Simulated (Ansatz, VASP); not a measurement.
# One calculation of GaAs, 3 ways

The starting cell:

```
As Ga
1.0
     0.00000    2.82685    2.82685
     2.82685    0.00000    2.82685
     2.82685    2.82685    0.00000
As Ga
1 1
Direct
  0.75000 0.75000 0.75000
  0.00000 0.00000 0.00000
```

Alike in all runs: task relaxation of cell and atoms; functional PBEsol; k mesh 8 × 8 × 8; occupations fermi-dirac, width 0.05 eV; no spin polarisation; no spin-orbit coupling.

| program and potentials | plane-wave cutoff (eV) | notes | equilibrium volume (Å³/atom) |
| --- | --- | --- | --- |
| Ansatz, Ansatz PAW | 420 | potentials made for PBE, which Ansatz adapts in part; 14 valence electrons an atom on average | 22.64 |
| Ansatz, all-electron LAPW, scalar-relativistic | - | - | 22.64 |
| VASP, PBE PAW files As, Ga_d, 600 eV | 600 | potentials made for PBE; 9 valence electrons an atom on average | 22.70 |

The equilibrium volume spans 22.64 (Ansatz, Ansatz PAW) to 22.70 Å³/atom (VASP, PBE PAW files As, Ga_d, 600 eV), with all-electron results at 22.64. Relaxations stop with a little pressure left, so the last digit of a volume isn't settled.

The functional is the same throughout but for its coding, so the spread measures potentials, basis and numerics; runs on potential files found faulty are left out.
